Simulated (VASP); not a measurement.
# MgGaAu: formation energy of B on the Au site, part 3 of 4

Aim: the formation energy and local structure of B on the Au site in MgGaAu. The start is a cell from a database of measured crystal structures.

VASP 6.6.1, plane waves and PAW; the level of theory is named at each step.

So far. Step 2 (The host at zero pressure): An edge changed by 7 % against the database cell. In a metal the coarse mesh may share the blame. Step 3 (The perfect supercell): The host is treated as a metal, as its relaxation found a gap under 0.3 eV or none, and only the neutral defect is run.

### 4. Reference B

This step: PBEsol; plane waves and PAW (B) (VASP 6.6.1).

System of this step: B. Symmetry: R-3m, No. 166, trigonal system. The conventional cell has a = 4.898 Å, b = 4.898 Å, c = 12.524 Å, α = 90.00°, β = 90.00°, γ = 120.00°. Nearest to B lie 6 B at 1.67 to 1.80 Å. Nearest to B lie 5 B at 1.77 to 1.80 Å.

The reference for B is its crystal, relaxed at the cutoff of the large cell.

The input, INCAR:

```
SYSTEM = B
PREC = Normal
ENCUT = 320
EDIFF = 1E-05
NELM = 120
ISMEAR = 0
SIGMA = 0.1
LREAL = Auto
ALGO = Fast
GGA = PS
NBANDS = 30
LORBIT = 11
LWAVE = .FALSE.
LCHARG = .FALSE.
KPAR = 4
IBRION = 2
NSW = 25
ISIF = 3
EDIFFG = -0.02
POTIM = 0.4
```

The input, POSCAR:

```
B
1.0
    2.4491963929      1.4140441968      4.1747204365
   -2.4491963929      1.4140441968      4.1747204365
    0.0000000000     -2.8280883935      4.1747204365
B
12
Direct
    0.0099700400      0.6542851200      0.0099700400
    0.0099700400      0.0099700400      0.6542851200
    0.6542851200      0.0099700400      0.0099700400
    0.3457148800      0.9900299600      0.9900299600
    0.9900299600      0.3457148800      0.9900299600
    0.9900299600      0.9900299600      0.3457148800
    0.2205655700      0.6316348300      0.2205655700
    0.2205655700      0.2205655700      0.6316348300
    0.6316348300      0.2205655700      0.2205655700
    0.3683651700      0.7794344300      0.7794344300
    0.7794344300      0.3683651700      0.7794344300
    0.7794344300      0.7794344300      0.3683651700
```

The input, KPOINTS:

```
Automatic mesh
0
Gamma
7 7 7
0 0 0
```

Potentials, in the order of the species: B (PBE family, release 64).

Started as:

```
$ mpirun -np 4 vasp_std
```

The log of the run:

```text
[banner, memory and clock lines left out]
running    4 mpi-ranks, on    1 nodes
 distrk:  each k-point on    1 cores,    4 groups
 distr:  one band on    1 cores,    1 groups

 POSCAR found type information on POSCAR B
 POSCAR found :  1 types and      12 ions
 [... a notice as in an earlier step ...]

 LDA part: xc-table for (Slater+PW92), standard interpolation
 POSCAR, INCAR and KPOINTS ok, starting setup
 FFT: planning ... GRIDC
 FFT: planning ... GRID_SOFT
 FFT: planning ... GRID
 WAVECAR not read
 entering main loop
       N       E                     dE             d eps       ncg     rms          rms(c)
DAV:   1     0.270262691760E+02    0.27026E+02   -0.12291E+04  2640   0.746E+02
DAV:   2    -0.852790010348E+02   -0.11231E+03   -0.10736E+03  3366   0.164E+02
DAV:   3    -0.890083012102E+02   -0.37293E+01   -0.37058E+01  3472   0.280E+01
DAV:   4    -0.890321898773E+02   -0.23889E-01   -0.23873E-01  3460   0.235E+00
DAV:   5    -0.890324416655E+02   -0.25179E-03   -0.25176E-03  3456   0.233E-01    0.115E+01
RMM:   6    -0.852074773939E+02    0.38250E+01   -0.39650E+00  2640   0.687E+00    0.634E+00
RMM:   7    -0.844089567797E+02    0.79852E+00   -0.27087E+00  2640   0.588E+00    0.196E+00
RMM:   8    -0.843673040412E+02    0.41653E-01   -0.24743E-01  2640   0.219E+00    0.418E-01
RMM:   9    -0.843589879477E+02    0.83161E-02   -0.67136E-02  2641   0.929E-01    0.170E-01
RMM:  10    -0.843584481349E+02    0.53981E-03   -0.68274E-03  2640   0.372E-01    0.454E-02
RMM:  11    -0.843584859935E+02   -0.37859E-04   -0.96992E-04  2642   0.124E-01    0.210E-02
RMM:  12    -0.843585047233E+02   -0.18730E-04   -0.11806E-04  2569   0.454E-02    0.790E-03
RMM:  13    -0.843585050303E+02   -0.30694E-06   -0.29191E-05  2069   0.190E-02
   1 F= -.84358505E+02 E0= -.84358505E+02  d E =-.843585E+02
 curvature:   0.00 expect dE= 0.000E+00 dE for cont linesearch  0.000E+00
 trial: gam= 0.00000 g(F)=  0.864E-02 g(S)=  0.320E-01 ort = 0.000E+00 (trialstep = 0.100E+01)
 search vector abs. value=  0.406E-01
 bond charge predicted
       N       E                     dE             d eps       ncg     rms          rms(c)
DAV:   1    -0.843822052964E+02   -0.23701E-01   -0.52712E-01  3168   0.428E+00    0.314E-01
RMM:   2    -0.843799639013E+02    0.22414E-02   -0.11701E-02  2640   0.548E-01    0.178E-01
RMM:   3    -0.843791067065E+02    0.85719E-03   -0.23081E-03  2640   0.215E-01    0.388E-02
RMM:   4    -0.843790867371E+02    0.19969E-04   -0.20657E-04  2640   0.676E-02    0.849E-03
RMM:   5    -0.843790887952E+02   -0.20581E-05   -0.23180E-05  2001   0.214E-02
   2 F= -.84379089E+02 E0= -.84379089E+02  d E =-.205838E-01
[...]
3 F= -.84379090E+02 E0= -.84379090E+02  d E =-.205854E-01
[...]
4 F= -.84381033E+02 E0= -.84381033E+02  d E =-.194252E-02
[...]
5 F= -.84381530E+02 E0= -.84381530E+02  d E =-.243936E-02
[...]
6 F= -.84381852E+02 E0= -.84381852E+02  d E =-.322088E-03
 trial-energy change:   -0.000322  1 .order   -0.000335   -0.000875    0.000204
 step:   0.7615(harm=  0.7615)  dis= 0.00126  next Energy=   -84.381884 (dE=-0.355E-03)
 bond charge predicted
       N       E                     dE             d eps       ncg     rms          rms(c)
DAV:   1    -0.843818822202E+02   -0.28697E-04   -0.94465E-04  3138   0.158E-01    0.125E-02
RMM:   2    -0.843818761695E+02    0.60507E-05   -0.24858E-05  1881   0.266E-02
   7 F= -.84381876E+02 E0= -.84381876E+02  d E =-.346364E-03
 curvature:  -0.43 expect dE=-0.487E-04 dE for cont linesearch -0.152E-05
 trial: gam= 0.18741 g(F)=  0.105E-03 g(S)=  0.713E-05 ort =-0.611E-04 (trialstep = 0.903E+00)
 search vector abs. value=  0.127E-03
 reached required accuracy - stopping structural energy minimisation
```

It took 20 s on 4 MPI ranks of Intel Xeon 6975P-C (Granite Rapids), shared host; peak memory 0.62 GiB.

From OUTCAR (step 4):

```text
  LATTYP: Found a trigonal (rhomboedric) cell.
 ALAT       =     5.0424572070
 COS(alpha) =     0.5281621509

The static configuration has the point symmetry D_3d.

 Found     44 irreducible k-points:

   k-points           NKPTS =     44   k-points in BZ     NKDIM =     44   number of bands    NBANDS=     30

   dimension x,y,z NGX =    24 NGY =   24 NGZ =   24
   dimension x,y,z NGXF=    48 NGYF=   48 NGZF=   48

   ENCUT  =  320.0 eV  23.52 Ry    4.85 a.u.   7.35  7.35  7.35*2*pi/ulx,y,z

   NELECT =      36.0000    total number of electrons

 E-fermi :   6.5711

 k-point     1 :       0.0000    0.0000    0.0000
  band No.  band energies     occupation
    ...
     14       1.5074      2.00000
     15       4.6067      2.00000
     16       5.2728      2.00000
     17       5.2728      2.00000
     18       5.7811      2.00000
     19       7.4221      0.00000
     20      10.6756      0.00000
     21      10.6756      0.00000
     22      10.8106      0.00000
     23      10.8106      0.00000
    ...

 k-point     2 :       0.1429    0.0000    0.0000
  band No.  band energies     occupation
    ...
     14       2.1001      2.00000
     15       4.4522      2.00000
     16       4.9301      2.00000
     17       4.9690      2.00000
     18       5.4405      2.00000
     19       7.6003      0.00000
     20       9.7163      0.00000
     21      10.1418      0.00000
     22      11.4082      0.00000
     23      11.7519      0.00000
    ...

  Total       -0.0332882     -0.0332882     -0.0003258      0.0000000     -0.0000000     -0.0000000
  in kB       -0.6256214     -0.6256214     -0.0061232      0.0000000     -0.0000000     -0.0000000
  external PRESSURE =      -0.4191220 kB  Pullay stress =       0.0000000 kB

  energy-cutoff  :      320.00
  volume of cell :       85.25
      direct lattice vectors                 reciprocal lattice vectors
     2.432803366  1.404579678  4.158000596     0.205524214  0.118659460  0.080166735
    -2.432803366  1.404579678  4.158000596    -0.205524214  0.118659460  0.080166735
     0.000000000 -2.809159356  4.158000596     0.000000000 -0.237318921  0.080166735

 POSITION                                       TOTAL-FORCE (eV/Angst)
 -----------------------------------------------------------------------------------
     -1.56426      0.90313      2.80735         0.014005     -0.008086     -0.004096
      0.00000     -1.80626      2.80735        -0.000000      0.016172     -0.004096
      1.56426      0.90313      2.80735        -0.014005     -0.008086     -0.004096
     -1.56426     -0.90313      9.66666         0.014005      0.008086      0.004096
      1.56426     -0.90313      9.66666        -0.014005      0.008086      0.004096
      0.00000      1.80626      9.66666         0.000000     -0.016172      0.004096
     -0.99042      0.57182      4.46257        -0.010305      0.005950     -0.005875
      0.00000     -1.14364      4.46257         0.000000     -0.011899     -0.005875
      0.99042      0.57182      4.46257         0.010305      0.005950     -0.005875
     -0.99042     -0.57182      8.01143        -0.010305     -0.005950      0.005875
      0.99042     -0.57182      8.01143         0.010305     -0.005950      0.005875
      0.00000      1.14364      8.01143        -0.000000      0.011899      0.005875
 -----------------------------------------------------------------------------------
    total drift:                               -0.000000      0.000000      0.000000

  FREE ENERGIE OF THE ION-ELECTRON SYSTEM (eV)
  ---------------------------------------------------
  free  energy   TOTEN  =       -84.3818761695 eV

  energy  without entropy=      -84.3818761695  energy(sigma->0) =      -84.38187617

 total charge
# of ion       s       p       d       tot
------------------------------------------
    1        0.711   1.422   0.000   2.134
    2        0.711   1.422   0.000   2.134
    3        0.711   1.422   0.000   2.134
    4        0.711   1.422   0.000   2.134
    5        0.711   1.422   0.000   2.134
    6        0.711   1.422   0.000   2.134
    7        0.661   1.312   0.000   1.973
    8        0.661   1.312   0.000   1.973
    9        0.661   1.312   0.000   1.973
   10        0.661   1.312   0.000   1.973
   11        0.661   1.312   0.000   1.973
   12        0.661   1.312   0.000   1.973
--------------------------------------------------
tot          8.235  16.404   0.000  24.640

[... 2 parts as in an earlier step ...]

[... 7 further parts left out ...]
```

CONTCAR:

```
B
   1.00000000000000
     2.4328033659035295    1.4045796782498441    4.1580005963538724
    -2.4328033659035295    1.4045796782498441    4.1580005963538724
     0.0000000000000000   -2.8091593564007593    4.1580005963540083
  B
    12
Direct
     0.0107265364576790    0.6537142885916298    0.0107265364576790
     0.0107265364576790    0.0107265364576790    0.6537142885916298
     0.6537142885916298    0.0107265364576790    0.0107265364576790
     0.3462857114083701    0.9892734635423208    0.9892734635423208
     0.9892734635423208    0.3462857114083701    0.9892734635423208
     0.9892734635423208    0.9892734635423208    0.3462857114083702
     0.2220457793288902    0.6291573126616531    0.2220457793288902
     0.2220457793288903    0.2220457793288903    0.6291573126616530
     0.6291573126616531    0.2220457793288902    0.2220457793288902
     0.3708426873383469    0.7779542206711098    0.7779542206711098
     0.7779542206711098    0.3708426873383469    0.7779542206711098
     0.7779542206711098    0.7779542206711098    0.3708426873383469
```

The gap is read on the k-mesh alone, so it is an upper bound where the band edges lie off the mesh.

Relaxation path:

| step | energy less that of the first step (eV) | largest force (eV/Å) | pressure (GPa) | volume (Å³) |
| --- | --- | --- | --- | --- |
| 1 | 0.0000 | 0.1751 | -3.36 | 86.75 |
| 2 | -0.0206 | 0.1196 | 0.49 | 85.24 |
| 3 | -0.0206 | 0.1198 | 0.51 | 85.23 |
| 4 | -0.0225 | 0.0977 | -0.02 | 85.19 |
| 5 | -0.0230 | 0.0454 | 0.15 | 85.20 |
| 6 | -0.0233 | 0.0238 | -0.08 | 85.26 |
| 7 | -0.0234 | 0.0167 | -0.04 | 85.25 |

```csv
"conventional cell, symmetrised",before,after,change
a (Å),4.898,4.866,-0.7 %
b (Å),4.898,4.866,-0.7 %
c (Å),12.524,12.474,-0.4 %
volume (Å³/atom),7.23,7.10,-1.7 %
```

The atoms that moved most (Å, as changes of fractional coordinates times the final cell):

```
atom      dx      dy      dz  length
  B7   0.010  -0.006   0.002   0.011
  B9  -0.010  -0.006   0.002   0.011
 B10   0.010   0.006  -0.002   0.011
 B11  -0.010   0.006  -0.002   0.011
  B8   0.000   0.011   0.002   0.011
 B12   0.000  -0.011  -0.002   0.011
  B1   0.003  -0.002   0.004   0.005
  B3  -0.003  -0.002   0.004   0.005
```

The relaxed structure:

```xyz
12
Lattice="2.4328 1.4046 4.1580 -2.4328 1.4046 4.1580 0.0000 -2.8092 4.1580" Properties=species:S:1:pos:R:3 pbc="T T T"
B    -1.5643    0.9031    2.8073
B     0.0000   -1.8063    2.8073
B     1.5643    0.9031    2.8073
B    -1.5643   -0.9031    9.6667
B     1.5643   -0.9031    9.6667
B     0.0000    1.8063    9.6667
B    -0.9904    0.5718    4.4626
B     0.0000   -1.1436    4.4626
B     0.9904    0.5718    4.4626
B    -0.9904   -0.5718    8.0114
B     0.9904   -0.5718    8.0114
B     0.0000    1.1436    8.0114
```

Numbers from this step:

```
electronic cycles                               : 35
electrons                                       : 36
free energy (TOTEN)                             : -84.3819 eV
Fermi energy                                    : 6.571 eV
labelled metallic, from the levels on this mesh : no
gap on the k-mesh                               : 1.292 eV
least direct gap on the k-mesh                  : 1.612 eV
```

The run ended after 7 ionic steps, 0.023 eV below its first step, once forces and stress met EDIFFG = -0.02.

Energy at zero smearing: -84.38188 eV.

### 5. Reference Au

This step: PBEsol; plane waves and PAW (Au) (VASP 6.6.1).

System of this step: Au. Symmetry: Fm-3m, No. 225, cubic system. Conventional cell: a = 4.080 Å, b = 4.080 Å, c = 4.080 Å, α = 90.00°, β = 90.00°, γ = 90.00°. Nearest to Au lie 12 Au at 2.88 Å.

The reference for Au is its crystal, relaxed at the cutoff of the large cell.

Changes to INCAR since step 4:

```diff
@@ -1,2 +1,2 @@
-SYSTEM = B
+SYSTEM = Au
 PREC = Normal
@@ -5,3 +5,3 @@
 NELM = 120
-ISMEAR = 0
+ISMEAR = 1
 SIGMA = 0.1
@@ -10,3 +10,3 @@
 GGA = PS
-NBANDS = 30
+NBANDS = 11
 LORBIT = 11
```

The input, POSCAR:

```
Au
1.0
    0.0000000000      2.0400000000      2.0400000000
    2.0400000000      0.0000000000      2.0400000000
    2.0400000000      2.0400000000      0.0000000000
Au
1
Direct
    0.0000000000      0.0000000000      0.0000000000
```

The input, KPOINTS:

```
Automatic mesh
0
Gamma
11 11 11
0 0 0
```

PAW data sets: Au (PBE family, release 64).

Started as:

```
$ mpirun -np 4 vasp_std
```

The log of the run:

```text
[banner, memory and clock lines left out]
running    4 mpi-ranks, on    1 nodes
 distrk:  each k-point on    1 cores,    4 groups
 distr:  one band on    1 cores,    1 groups

 POSCAR found type information on POSCAR Au
 POSCAR found :  1 types and       1 ions
|                                                                             |
|               ----> ADVICE to this user running VASP <----                  |
|                                                                             |
|     You have a (more or less) 'small supercell' and for smaller cells       |
|     it is recommended to use the reciprocal-space projection scheme!        |
|     The real-space optimization is not efficient for small cells and it     |
|     is also less accurate ...                                               |
|     Therefore, set LREAL=.FALSE. in the INCAR file.                         |
|                                                                             |

 [... a notice as in an earlier step ...]

 LDA part: xc-table for (Slater+PW92), standard interpolation
 POSCAR, INCAR and KPOINTS ok, starting setup
 FFT: planning ... GRIDC
 FFT: planning ... GRID_SOFT
 FFT: planning ... GRID
 WAVECAR not read
 entering main loop
       N       E                     dE             d eps       ncg     rms          rms(c)
DAV:   1     0.258862136074E+02    0.25886E+02   -0.42309E+03  1520   0.577E+02
DAV:   2    -0.403686332885E+01   -0.29923E+02   -0.28266E+02  1418   0.141E+02
DAV:   3    -0.427251122640E+01   -0.23565E+00   -0.23559E+00  1406   0.122E+01
DAV:   4    -0.427321975435E+01   -0.70853E-03   -0.70849E-03  1373   0.764E-01
DAV:   5    -0.427322488854E+01   -0.51342E-05   -0.51347E-05  1421   0.632E-02    0.965E+00
RMM:   6    -0.396151857751E+01    0.31171E+00   -0.41799E-01  1232   0.571E+00    0.596E+00
RMM:   7    -0.393982544951E+01    0.21693E-01   -0.43517E-02  1232   0.205E+00    0.289E+00
RMM:   8    -0.393688721836E+01    0.29382E-02   -0.34708E-03  1232   0.523E-01    0.347E-01
RMM:   9    -0.393688088775E+01    0.63306E-05   -0.39182E-04  1231   0.167E-01    0.110E-01
RMM:  10    -0.393688236290E+01   -0.14751E-05   -0.63295E-05  1071   0.594E-02
   1 F= -.39368824E+01 E0= -.39370644E+01  d E =-.393688E+01
 curvature:   0.00 expect dE= 0.000E+00 dE for cont linesearch  0.000E+00
 trial: gam= 0.00000 g(F)=  0.877E-62 g(S)=  0.833E-03 ort = 0.000E+00 (trialstep = 0.100E+01)
 search vector abs. value=  0.833E-03
 bond charge predicted
       N       E                     dE             d eps       ncg     rms          rms(c)
DAV:   1    -0.394822991251E+01   -0.11349E-01   -0.21926E-01  1274   0.453E+00    0.644E-01
RMM:   2    -0.393695273044E+01    0.11277E-01   -0.14869E-02  1232   0.105E+00    0.256E-01
RMM:   3    -0.393646869936E+01    0.48403E-03   -0.12376E-03  1232   0.338E-01    0.191E-01
RMM:   4    -0.393648447884E+01   -0.15779E-04   -0.14552E-04  1230   0.101E-01    0.211E-02
RMM:   5    -0.393648337357E+01    0.11053E-05   -0.24806E-05   981   0.398E-02
   2 F= -.39364834E+01 E0= -.39366860E+01  d E =0.398989E-03
[...]
3 F= -.39369634E+01 E0= -.39371520E+01  d E =-.810605E-04
 curvature:  -0.19 expect dE=-0.267E-04 dE for cont linesearch -0.267E-04
 ZBRENT: interpolating
 opt :   0.2121  next Energy=    -3.936979 (dE=-0.962E-04)
 bond charge predicted
       N       E                     dE             d eps       ncg     rms          rms(c)
DAV:   1    -0.393705084299E+01   -0.80979E-04   -0.15008E-03  1373   0.379E-01    0.552E-02
RMM:   2    -0.393696705034E+01    0.83793E-04   -0.11588E-04  1230   0.923E-02    0.234E-02
RMM:   3    -0.393696336184E+01    0.36885E-05   -0.10377E-05   649   0.304E-02
   4 F= -.39369634E+01 E0= -.39371505E+01  d E =-.809989E-04
 curvature:  -0.11 expect dE=-0.125E-05 dE for cont linesearch -0.125E-05
 trial: gam=-0.10490 g(F)=  0.751E-63 g(S)=  0.118E-04 ort = 0.992E-04 (trialstep = 0.842E+00)
 search vector abs. value=  0.168E-06
 reached required accuracy - stopping structural energy minimisation
```

Wall time 2.8 s (4 MPI ranks); peak memory 0.41 GiB.

Parts of OUTCAR (step 5):

```text
   k-points           NKPTS =     56   k-points in BZ     NKDIM =     56   number of bands    NBANDS=     11

   ENCUT  =  320.0 eV  23.52 Ry    4.85 a.u.   4.21  4.21  4.21*2*pi/ulx,y,z

   NELECT =      11.0000    total number of electrons

 E-fermi :   9.3348

 k-point     1 :       0.0000    0.0000    0.0000
  band No.  band energies     occupation
    ...
      2       4.6707      2.00000
      3       4.6707      2.00000
      4       4.6707      2.00000
      5       6.2171      2.00000
      6       6.2171      2.00000
      7      23.8705      0.00000
      8      27.8933      0.00000
      9      27.8934      0.00000
     10      27.8934      0.00000
     11      32.7807      0.00000

  Total       -0.0101009     -0.0101009     -0.0101009      0.0000000      0.0000000      0.0000000
  in kB       -0.9551147     -0.9551147     -0.9551147      0.0000000      0.0000000      0.0000000
  external PRESSURE =      -0.9551147 kB  Pullay stress =       0.0000000 kB

 POSITION                                       TOTAL-FORCE (eV/Angst)
 -----------------------------------------------------------------------------------
      0.00000      0.00000      0.00000         0.000000     -0.000000     -0.000000
 -----------------------------------------------------------------------------------
    total drift:                               -0.000000     -0.000000     -0.000000

  FREE ENERGIE OF THE ION-ELECTRON SYSTEM (eV)
  ---------------------------------------------------
  free  energy   TOTEN  =        -3.9369633618 eV

  energy  without entropy=       -3.9375247364  energy(sigma->0) =       -3.93715049

[... 1 part as in an earlier step ...]

[... 15 further parts left out ...]
```

CONTCAR:

```
Au
   1.00000000000000
    -0.0000000000000000    2.0385834583292683    2.0385834583292683
     2.0385834583292683   -0.0000000000000000    2.0385834583292683
     2.0385834583292683    2.0385834583292683    0.0000000000000000
  Au
     1
Direct
     0.0000000000000000    0.0000000000000000    0.0000000000000000
```

This run has no spin polarisation. Its electron count is odd, so without a moment it is a metal by construction. The run keeps the 48 symmetry operations of its start, so it cannot find a distortion of lower symmetry.

Little changed from the start: no atom moved by 0.005 Å and no cell edge by 0.1 %.

This step gave:

```yaml
electronic_cycles: 22
electrons: 11
free_energy_toten: -3.937 eV
energy_at_zero_smearing: -3.937 eV
fermi_energy: 9.335 eV
labelled_metallic_from_the_levels_on_this_mesh: yes
```

The run ended after 4 ionic steps, 0.000 eV below its first step, once forces and stress met EDIFFG = -0.02.

Energy at zero smearing: -3.93715 eV.

(Continued in part 4 of 4.)

[Lines on the potential files, build, host, timing and source positions are cut from VASP's logs without a mark.]

[Logs are printed without paths, hosts, clocks, repeated set-up lines and the standing remarks that a program may print on its own settings, such as how far it seeks lower states.]

[Hosts, paths, dates, database ids (printed as entryN), source tags and the programs' standing remarks are cut or masked in the printed files.]

[In band tables of VASP the shares of atoms and orbitals are scaled to a sum of 1 inside the atoms' spheres.]

[Runs that stopped without an error message from VASP are left out.]
